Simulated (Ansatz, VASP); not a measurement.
# InSb: VASP beside Ansatz, part 2 of 2

Aim: how closely do two programs agree when they are given the same cell, functional and k mesh? The cell is taken from a series of runs on this material, whose earlier steps may have relaxed, scaled, displaced or heated it; both programs get it as it stands. Valence electrons are named where the data sets of a main pair hold unlike numbers.

VASP 6.6.1 and Ansatz 0.2.0.

So far: Starting point; VASP: single point, RPBE.

**3. Ansatz: single point, RPBE**

Level of this step: Ansatz beside VASP: Kohn-Sham DFT, plane waves, RPBE (Ansatz).

Ansatz runs on its default PAW (the set named soft_2) files.

The same cell, functional, mesh and smearing now go to Ansatz, which takes its cutoff from its data sets.

Input file input.yaml:

```yaml
crystal:
  lattice:
    - [9.1615582998, 0.0, 0.0]
    - [-4.5807791499, 7.9341422258, 0.0]
    - [0.0, 0.0, 24.2807381423]
  atoms:
    - { symbol: Sb, position: [0.5, 0.0, 0.33359777] }
    - { symbol: Sb, position: [0.5, 0.5, 0.33359777] }
    - { symbol: Sb, position: [0.0, 0.0, 0.33359777] }
    - { symbol: Sb, position: [0.0, 0.5, 0.33359777] }
    - { symbol: Sb, position: [0.66666667, 0.83333333, 0.5014997084] }
    - { symbol: Sb, position: [0.66666667, 0.33333333, 0.5014997084] }
    - { symbol: Sb, position: [0.16666667, 0.83333333, 0.5014997084] }
    - { symbol: Sb, position: [0.16666667, 0.33333333, 0.5014997084] }
    - { symbol: In, position: [0.16666667, 0.83333333, 0.37210762] }
    - { symbol: In, position: [0.16666667, 0.33333333, 0.37210762] }
    - { symbol: In, position: [0.66666667, 0.83333333, 0.37210762] }
    - { symbol: In, position: [0.66666667, 0.33333333, 0.37210762] }
    - { symbol: In, position: [0.33333333, 0.66666667, 0.5402165133] }
    - { symbol: In, position: [0.33333333, 0.16666667, 0.5402165133] }
    - { symbol: In, position: [0.83333333, 0.66666667, 0.5402165133] }
    - { symbol: In, position: [0.83333333, 0.16666667, 0.5402165133] }
hamiltonian:
  xc: rpbe
  pseudopotentials: { kind: paw }
kpoints:
  mp_grid: { grid: [2, 2, 1] }
scf:
  occupations: { method: gaussian, width: 0.05 }
  n_extra_bands: 8
efield:
  axis: 3
  dipole_correction: true
  ramp_width: 0.04
output:
  forces: true
  eigenvalues: true
```

Started as:

```console
$ ansatz run input.yaml --threads 4 --pin off --max-ram 9216MiB --backend cpu --events-out ev --progress --plain --runs-dir out
```

Numbers of over 12 decimals in the logs are rounded to 6 here.

Output:

```text
scf.n_extra_bands = 8 over 112 filled bands (N_el = 224.0): the run solves 120 bands
Engine: ansatz 0.2.0, aarch64-unknown-linux-gnu
Pseudopotentials: kind: paw
Pseudopotential: Sb, paw, valence charge 15, recommended cutoff 420 eV (normal), Sb.paw.azcp
Pseudopotential: In, paw, valence charge 13, recommended cutoff 420 eV (normal), In.paw.azcp
Functional definition: RPBE
  parameter kappa = 0.804
  parameter beta = 0.066725
  exchange = rpbe_x(kappa = kappa, mu = beta*pi^2/3)
  correlation = pbe_c(beta = beta)
Crystal: 16 atoms, lattice volume = 1764.945 Å³
Basis set: ecut = 420 eV, 34665 PW (Γ), exchange–correlation on 128×128×360 points (8 copies of the dense FFT grid, shifted against one another)
Bands: 120, of which v1, the nominal top of the filled ones, is band 112 counted from 1 (111 counted from 0)
Symmetry: 24 space group operations
Space group: P3m1 (ITA 156), of the structure as read, at distance tolerance 1.2e-4 Å
k-points: 2 of 4
Non-local potential: Sb, projectors of the file, l = 0: 2, l = 1: 2, l = 2: 2, l = 3: 2
Non-local potential: In, projectors of the file, l = 0: 2, l = 1: 2, l = 2: 2, l = 3: 2
PAW form: soft (Blöchl's): semilocal exchange-correlation on the pseudo side does not see the compensation charge
PAW frozen core: Sb, regenerated for the run's functional, and the local potential with it (the file was generated under x = pbe(κ = 0.804, μ = 0.219515), c = pbe(β = 0.066725))
PAW frozen core: In, regenerated for the run's functional, and the local potential with it (the file was generated under x = pbe(κ = 0.804, μ = 0.219515), c = pbe(β = 0.066725))
PAW one-centre angular grid: Sb, 590 points (default); XC on 64 Gauss nodes
PAW one-centre angular grid: In, 590 points (default); XC on 64 Gauss nodes
Initial density: superposition of atomic densities (neutral atoms: chi_scale 0, normalization atom), corrected by the library's trained network
Initial wavefunctions: pseudopotential atomic-orbital guess
Functional: x = rpbe, c = pbe(β = 0.066725)
SCF iter   1: F=—  HF=-96793.266967 eV  |F-HF|=—  |Δ(HF+E_count)|=         —  Δρ=2.69e-3  dr2=1.63e0  ethr=1.77e-3  p=0.523 e·Å  D=5.36e-2 V/Å  ΔV_dip=-1.30 eV  dr2_dipole=5.30e-1  V_vac-E_F(+/−)=3.38/4.68 eV  ⟨swp⟩=7.0  Hψ=1055  notcnv=0
efield: sawtooth ramp at fractional position 0.9169 (placed from the atoms, in the widest stretch of the axis that holds none; the zero of the levels goes with the place), width 0.0400; the density the first Hamiltonian is built on has a dipole p = 0.523 e·Å; the dipole correction subtracts the counter field D = 5.36e-2 V/Å, which shifts the + side's vacuum level by -1.30 eV against the − side's; the planar-averaged density in the ramp window peaks in size at 1.9e-6 e/Å³
preconditioner: auto → Resta (q_TF=auto, 1.934 Å⁻¹)  ε∞=1.9  [insulator: Δε(μ)=0.520 eV  Ē_g=11.239 eV  σ=0.050 eV  W_gap=1.00  n_scr=212 (ndim 8)  ℏωp=10.6 eV  f_vac=0.639  D(μ)=0.00/eV (n_scr^D=0)  ε∞_Penn≈1.9  vacuum switching on, ρ_ref=9.2e-3 e/Å³]
SCF iter   2: F=—  HF=-96796.072834 eV  |F-HF|=—  |Δ(HF+E_count)|=    2.81e0  Δρ=1.31e-2  dr2=7.28e1  ethr=7.27e-4  p=1.418 e·Å  D=1.45e-1 V/Å  ΔV_dip=-3.53 eV  dr2_dipole=2.96e1  V_vac-E_F(+/−)=2.20/5.73 eV  ⟨swp⟩=4.0  Hψ=489  notcnv=0  defer=5  recentre
preconditioner: auto → LDOS  [insulator: Δε(μ)=0.074 eV  Ē_g=11.048 eV  σ=0.050 eV  W_gap=0.70  n_scr=212 (ndim 8)  ℏωp=10.6 eV  f_vac=0.639  D(μ)=25.71/eV (n_scr^D=138)  ε∞_Penn≈1.9  β→1.0]
SCF iter   3: F=—  HF=-96793.194169 eV  |F-HF|=—  |Δ(HF+E_count)|=    2.88e0  Δρ=2.05e-3  dr2=1.12e0  ethr=7.27e-4  p=0.555 e·Å  D=5.69e-2 V/Å  ΔV_dip=-1.38 eV  dr2_dipole=3.67e-1  V_vac-E_F(+/−)=3.32/4.70 eV  ⟨swp⟩=3.5  Hψ=432  notcnv=0  defer=2
SCF iter   4: F=—  HF=-96793.091173 eV  |F-HF|=—  |Δ(HF+E_count)|=   1.03e-1  Δρ=1.32e-3  dr2=3.37e-1  ethr=5.00e-4  p=0.636 e·Å  D=6.52e-2 V/Å  ΔV_dip=-1.58 eV  dr2_dipole=1.07e-1  V_vac-E_F(+/−)=3.14/4.72 eV  ⟨swp⟩=1.5  Hψ=302  notcnv=0  defer=3
SCF iter   5: F=—  HF=-96793.114264 eV  |F-HF|=—  |Δ(HF+E_count)|=   2.31e-2  Δρ=2.44e-3  dr2=2.06e0  ethr=1.50e-4  p=0.724 e·Å  D=7.42e-2 V/Å  ΔV_dip=-1.80 eV  dr2_dipole=7.12e-1  V_vac-E_F(+/−)=2.97/4.77 eV  ⟨swp⟩=2.5  Hψ=282  notcnv=0  defer=3  recentre
SCF iter   6: F=—  HF=-96793.101578 eV  |F-HF|=—  |Δ(HF+E_count)|=   1.27e-2  Δρ=1.04e-3  dr2=3.80e-1  ethr=1.50e-4  p=0.624 e·Å  D=6.40e-2 V/Å  ΔV_dip=-1.55 eV  dr2_dipole=1.29e-1  V_vac-E_F(+/−)=3.15/4.70 eV  ⟨swp⟩=2.5  Hψ=321  notcnv=0  defer=2
SCF iter   7: F=—  HF=-96793.083606 eV  |F-HF|=—  |Δ(HF+E_count)|=   1.80e-2  Δρ=8.05e-4  dr2=2.24e-1  ethr=1.50e-4  p=0.648 e·Å  D=6.65e-2 V/Å  ΔV_dip=-1.61 eV  dr2_dipole=7.68e-2  V_vac-E_F(+/−)=3.11/4.72 eV  ⟨swp⟩=1.0  Hψ=238  notcnv=0  defer=2
SCF iter   8: F=—  HF=-96793.070357 eV  |F-HF|=—  |Δ(HF+E_count)|=   1.32e-2  Δρ=4.64e-4  dr2=7.34e-2  ethr=1.00e-4  p=0.669 e·Å  D=6.86e-2 V/Å  ΔV_dip=-1.67 eV  dr2_dipole=2.49e-2  V_vac-E_F(+/−)=3.06/4.73 eV  ⟨swp⟩=1.0  Hψ=238  notcnv=0  defer=2
SCF iter   9: F=—  HF=-96793.066814 eV  |F-HF|=—  |Δ(HF+E_count)|=   3.54e-3  Δρ=9.74e-5  dr2=3.19e-3  ethr=3.28e-5  p=0.680 e·Å  D=6.98e-2 V/Å  ΔV_dip=-1.69 eV  dr2_dipole=1.09e-3  V_vac-E_F(+/−)=3.04/4.74 eV  ⟨swp⟩=1.0  Hψ=238  notcnv=0  defer=2
SCF iter  10: F=—  HF=-96793.066757 eV  |F-HF|=—  |Δ(HF+E_count)|=   5.66e-5  Δρ=4.78e-5  dr2=8.07e-4  ethr=1.42e-6  p=0.681 e·Å  D=6.99e-2 V/Å  ΔV_dip=-1.70 eV  dr2_dipole=2.80e-4  V_vac-E_F(+/−)=3.04/4.74 eV  ⟨swp⟩=1.0  Hψ=238  notcnv=0  defer=2
SCF iter  11: F=—  HF=-96793.066748 eV  |F-HF|=—  |Δ(HF+E_count)|=   8.74e-6  Δρ=2.02e-5  dr2=1.46e-4  ethr=3.60e-7  p=0.682 e·Å  D=6.99e-2 V/Å  ΔV_dip=-1.70 eV  dr2_dipole=5.18e-5  V_vac-E_F(+/−)=3.04/4.74 eV  ⟨swp⟩=1.0  Hψ=238  notcnv=0  defer=2
SCF iter  12: F=—  HF=-96793.066721 eV  |F-HF|=—  |Δ(HF+E_count)|=   2.73e-5  Δρ=1.15e-5  dr2=4.54e-5  ethr=6.50e-8  p=0.682 e·Å  D=7.00e-2 V/Å  ΔV_dip=-1.70 eV  dr2_dipole=1.54e-5  V_vac-E_F(+/−)=3.04/4.74 eV  ⟨swp⟩=1.0  Hψ=238  notcnv=0  defer=2
SCF iter  13: F=—  HF=-96793.066900 eV  |F-HF|=—  |Δ(HF+E_count)|=   1.78e-4  Δρ=6.69e-6  dr2=1.59e-5  ethr=2.03e-8  p=0.683 e·Å  D=7.00e-2 V/Å  ΔV_dip=-1.70 eV  dr2_dipole=5.33e-6  V_vac-E_F(+/−)=3.04/4.74 eV  ⟨swp⟩=2.0  Hψ=266  notcnv=0  defer=2
SCF iter  14: F=—  HF=-96793.066899 eV  |F-HF|=—  |Δ(HF+E_count)|=   5.72e-7  Δρ=9.54e-7  dr2=1.11e-7  ethr=7.08e-9  p=0.683 e·Å  D=7.00e-2 V/Å  ΔV_dip=-1.70 eV  dr2_dipole=1.85e-8  V_vac-E_F(+/−)=3.04/4.74 eV  ⟨swp⟩=2.0  Hψ=243  notcnv=0  defer=2
SCF iter  15: F=—  HF=-96793.066899 eV  |F-HF|=—  |Δ(HF+E_count)|=   1.92e-8  Δρ=1.44e-6  dr2=7.18e-7  ethr=4.46e-11  p=0.683 e·Å  D=7.00e-2 V/Å  ΔV_dip=-1.70 eV  dr2_dipole=2.52e-7  V_vac-E_F(+/−)=3.04/4.74 eV  ⟨swp⟩=14.0  Hψ=1076  notcnv=0
SCF iter  16: F=—  HF=-96793.066899 eV  |F-HF|=—  |Δ(HF+E_count)|=   1.22e-8  Δρ=5.83e-7  dr2=1.18e-7  ethr=4.96e-11  p=0.683 e·Å  D=7.00e-2 V/Å  ΔV_dip=-1.70 eV  dr2_dipole=4.18e-8  V_vac-E_F(+/−)=3.04/4.74 eV  ⟨swp⟩=2.0  Hψ=243  notcnv=0
SCF iter  17: F=-96793.066899 eV  HF=-96793.066899 eV  |F-HF|=3.32e-9  |Δ(HF+E_count)|=   2.74e-9  Δρ=1.06e-7  dr2=2.81e-9  ethr=4.46e-11  p=0.683 e·Å  D=7.00e-2 V/Å  ΔV_dip=-1.70 eV  dr2_dipole=1.04e-9  V_vac-E_F(+/−)=3.04/4.74 eV  ⟨swp⟩=3.0  Hψ=531  notcnv=0
SCF 1 converged in 17 iterations: F = -96793.066899 eV  dr2 = 2.81e-9
  greatest PAW one-centre occupation: 0.995 electrons in one spin orbital (limit 2), on the Sb atom at site 7 (counted from 0), in its partial waves of l = 2
SCF converged after 17 iterations
Free energy (F): -96793.066899 eV
Harris-Foulkes:  -96793.066899 eV  (|F-HF|=3.32e-9)
Internal energy: -96793.046925 eV  (E = F + TS)
E sigma→0 (E₀):  -96793.056912 eV
Entropy (-TS):   -0.019974 eV (-1.248 meV/atom)
Fermi energy:    -0.324339 eV
Dipole field:    D = 0.070018 V/Å  (p = 0.682935 e·Å, saw-weighted, corrected)
Work function:   Φ+ = 3.0369 eV   Φ− = 4.7370 eV
Levels:          The Fermi level and band energies are counted from a zero that moves with the ramp; work functions are not
--- Per-component energies (eV) ---
  E_band       = -3826.353079
  E_kinetic    = 3587.278225
  E_local      = -148191.791420  (includes V_loc(G=0)·N_el)
  E_nonlocal   = 5827.693459
  E_hartree    = 71439.188794
  E_xc         = -2828.600445
  E_vxc        = -1548.442600  (∫ρ·V_xc dr)
  E_paw        = -69976.824628  (= ΣΔE_a)
  E_vpaw       = -6380.057089  (= ΣTr[D̂ρ^β])
  E_aug_tail   = 0.000196  (compensation charges beyond the density's cutoff)
  E_efield     = 0.023909  (sawtooth field / dipole correction)
  E_vefield    = 0.592690  (∫n·V_field dr)
  E_ewald      = 43349.524703
  E_core_change = 0.460280  (= ΣΔE_core)
  E_smearing   = -0.019974  (= −TS)
  E_closure    = -0.000000  (closes the sum)
  Σ components = -96793.066899   (vs F -96793.066899, Δ=0.00e0)
--- Forces (eV/Å), atoms counted from 1 ---
  atom   1  Sb    -0.00000000    -0.00000000    -0.09416723
  atom   2  Sb     0.00000000    -0.00000000    -0.09416723
  atom   3  Sb    -0.00000000    -0.00000000    -0.09416723
  atom   4  Sb     0.00000000    -0.00000000    -0.09416723
  atom   5  Sb     0.00000000    -0.00000000     0.04957710
  atom   6  Sb    -0.00000000    -0.00000000     0.04957710
  atom   7  Sb     0.00000000    -0.00000000     0.04957710
  atom   8  Sb     0.00000000    -0.00000000     0.04957710
  atom   9  In    -0.00000000     0.00000000     0.08528488
  atom  10  In    -0.00000000     0.00000000     0.08528488
  atom  11  In     0.00000000     0.00000000     0.08528488
  atom  12  In     0.00000000     0.00000000     0.08528488
  atom  13  In     0.00000000     0.00000000    -0.04070139
  atom  14  In     0.00000000     0.00000000    -0.04070139
  atom  15  In    -0.00000000     0.00000000    -0.04070139
  atom  16  In    -0.00000000     0.00000000    -0.04070139
  max |Σ_I F_I| component: 2.66e-5 eV/Å
--- Band table (eV) ---
  k-point 0: bands = [... 108 lower, -1.3213, -1.3213, -0.3597, -0.3597, -0.1698, -0.1698, -0.1698, -0.0515, ... 4 higher]
  k-point 1: bands = [... 108 lower, -1.0396, -1.0396, -0.8731, -0.8731, -0.2671, -0.2671, 0.1502, 0.1502, ... 4 higher]
```

**4. Comparison**

Known differences besides the potentials themselves: the cutoff is 420 eV in Ansatz and 520 eV in VASP; Ansatz makes its cores anew for this functional, VASP keeps those of its PBE data sets; VASP leaves aspherical gradient terms in its spheres out (LASPH is not set), Ansatz keeps them. Total energies have different zeros and are not compared.

Forces on 7 of the 16 atoms, those with the largest forces and the largest differences (eV/Å; atoms numbered as in POSCAR):

| atom | Ansatz x, y, z | VASP x, y, z |
| --- | --- | --- |
| Sb1 | 0.000, 0.000, -0.094 | 0.000, 0.000, -0.098 |
| Sb2 | 0.000, 0.000, -0.094 | 0.000, 0.000, -0.098 |
| Sb3 | 0.000, 0.000, -0.094 | 0.000, 0.000, -0.098 |
| Sb4 | 0.000, 0.000, -0.094 | 0.000, 0.000, -0.098 |
| In10 | 0.000, 0.000, 0.085 | 0.000, 0.000, 0.089 |
| In11 | 0.000, 0.000, 0.085 | 0.000, 0.000, 0.089 |
| In12 | 0.000, 0.000, 0.085 | 0.000, 0.000, 0.089 |

The forces differ by 1.5 meV/Å r.m.s., which is 3.6 % of the r.m.s. force of 0.042 eV/Å (both taken over all components). With vacuum in the cell, a pressure given here is an average over mostly empty space and none of the material.

**5. Outcome**

* r.m.s. force difference (single point, RPBE): 1.5 meV/Å

What this shows: The r.m.s. force difference is 1.5 meV/Å (single point, RPBE), within the 12 meV/Å picked in this series as the mark of a large difference. Such differences can come from data sets, numerical settings and the points named under the comparisons, not from the functional's error against experiment.

[Lines on the potential files, build, host, timing and source positions are cut from VASP's logs without a mark.]

[Logs are printed without paths, hosts, clocks, repeated set-up lines and the standing remarks that a program may print on its own settings, such as how far it seeks lower states.]

[Hosts, paths, dates, database ids (printed as entryN), source tags and the programs' standing remarks are cut or masked in the printed files.]
